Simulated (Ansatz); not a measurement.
Rh under pressure: fit and missing row

Rh, P6_3/mmc, a = 2.725 Å, c = 4.385 Å. This isn't the element's structure at ambient conditions. Ansatz: PBE, PAW, 420 eV, Γ-centred 18×18×10 mesh on 2 atoms, Gaussian smearing 0.10 eV; no spin polarisation. Cell and atoms are relaxed at each pressure, and no other structure is tried, so the rows at high pressure may lie past a change of phase.

```tsv
V (Å³/atom)	P (GPa)
?	89.99
12.283	49.99
13.016	24.98
13.515	11.99
13.888	3.95
14.043	0.98
14.097	0.00
14.154	-1.02
```

**Question.** Take V0 = 14.097 Å³/atom, fit the third-order Birch–Murnaghan form to the other rows, and predict the missing volume.

**Answer.** With the Eulerian strain f = ½[(V0/V)^(2/3) − 1] and y = P/[3f(1 + 2f)^(5/2)], the form is the line y = B0 + 1.5 B0 (B0′ − 4) f. Rows (f, y): 0.04809, 275.4; 0.02731, 266.9; 0.01425, 261.4; 0.00500, 256.9; 0.00128, 253.6; -0.00134, 255.4. Means f = 0.01577, y = 261.60; Σ(Δf)² = 0.001799, ΣΔfΔy = 0.7801; the slope is their ratio. y = 254.8 + 433.7 f GPa, so B0 = 254.8 GPa and B0′ = 4 + 2 × (433.7)/(3 × 254.8) = 5.13. P = 89.99 GPa is met at f = 0.07403 (y = 286.91), so V = V0 (1 + 2f)^(−3/2) = 11.460 Å³/atom. The run gave 11.450 Å³/atom, so the fit is 0.010 Å³/atom too high, 0.37 % of the span of the series, against an rms of 0.0007 Å³/atom on the fitted rows. The row lies outside the fitted range. The points of y bend away from a line: a fourth-order term fitted to them gives P = 90.13 GPa at this row's volume (the line 90.56, the run 89.99).